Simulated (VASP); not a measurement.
The system is NbAs.

```
CELL_PARAMETERS angstrom
-1.72585 1.72585 5.84000
1.72585 -1.72585 5.84000
1.72585 1.72585 -5.84000
ATOMIC_POSITIONS crystal
Nb 0.00000 0.00000 0.00000
Nb 0.75000 0.25000 0.50000
As 0.41600 0.41600 0.00000
As 0.16600 0.66600 0.50000
```

```yaml
Program: VASP 6.6.1
Task: relaxation of cell and atoms
Functional: PBEsol
Potentials_or_basis: VASP PAW PBE potentials, release 64 (Nb_sv, As)
Cutoff: 600 eV
k_mesh: 16 × 16 × 16
Occupations: methfessel-paxton, width 0.1 eV
Spin: no spin polarisation
```

At the start: pressure -2.2 GPa; volume 17.39 Å³/atom.

Task: How do energy, volume and symmetry change on relaxing?

Result: Over 9 steps the energy falls by 3.6 meV/atom and the volume is 17.16 Å³/atom (-1.4 %); space group I4_1md (No. 109, to 0.05 Å).

Step by step:
| step | energy change (eV) | largest force (eV/Å) | pressure (GPa) | volume (Å³) |
| --- | --- | --- | --- | --- |
| 1 | 0.0000 | 0.2886 | -2.21 | 69.58 |
| 2 | 0.0067 | 0.0392 | 4.20 | 67.20 |
| 3 | -0.0114 | 0.1499 | 0.51 | 68.51 |
| 4 | -0.0139 | 0.0219 | -0.16 | 68.74 |
| 5 | -0.0139 | 0.0035 | -0.14 | 68.71 |
| 6 | -0.0145 | 0.0058 | 0.04 | 68.63 |
| 7 | -0.0145 | 0.0068 | 0.10 | 68.59 |
| 8 | -0.0145 | 0.0018 | -0.13 | 68.68 |
| 9 | -0.0146 | 0.0031 | 0.00 | 68.63 |

Final structure:
```cif
data_structure
_symmetry_space_group_name_H-M 'P 1'
_symmetry_Int_Tables_number 1
_cell_length_a 6.2857
_cell_length_b 6.2857
_cell_length_c 6.2857
_cell_angle_alpha 148.227
_cell_angle_beta 148.227
_cell_angle_gamma 45.550
_cell_volume 68.63
loop_
_atom_site_label
_atom_site_type_symbol
_atom_site_fract_x
_atom_site_fract_y
_atom_site_fract_z
_atom_site_occupancy
Nb1 Nb 0.99871 0.99871 0.00000 1
Nb2 Nb 0.74871 0.24871 0.50000 1
As1 As 0.41729 0.41729 0.00000 1
As2 As 0.16729 0.66729 0.50000 1
```

Caveat: the PAW data sets were made with another functional, which shifts forces and pressure a little.
